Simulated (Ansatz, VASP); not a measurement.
**SnGe2 in VASP and in Ansatz**

```
CELL_PARAMETERS angstrom
3.15532 0.00000 0.00000
-1.57766 2.73259 0.00000
0.00000 0.00000 7.72893
ATOMIC_POSITIONS crystal
Sn 0.00000 0.00000 0.50000
Ge 0.66667 0.33333 0.83333
Ge 0.33333 0.66667 0.16667
```

Alike in both runs: task single point; functional PBE; k mesh 6 × 6 × 2; occupations gaussian, width 0.1 eV; no spin polarisation.

```csv
,VASP,Ansatz
version,VASP 6.6.1,Ansatz 0.2.0
potentials or method,"VASP PAW PBE potentials, release 64 (Sn_d, Ge_d)","scalar-relativistic, plane waves, PAW"
plane-wave cutoff (eV),520,420
valence electrons in the cell,42,42
```

```csv
,VASP,Ansatz,Ansatz less VASP
gap on the k mesh at the Fermi level (eV),none,none,-
pressure (GPa),2.1,2.2,+0.07
largest component of the traceless stress (GPa),1.10,1.10,0.000
rms of the force components (eV/Å),0.292,0.292,+0.0001
```

Atom by atom the forces differ by 0.000 eV/Å (rms over components). A gap of «none» marks a metal or a gap that the smearing closes. With one functional, cell and mesh, what is left measures potentials, basis and numerics.

Caveats: the k mesh is coarse (spacing up to 0.41 Å⁻¹), so the values aren't converged.
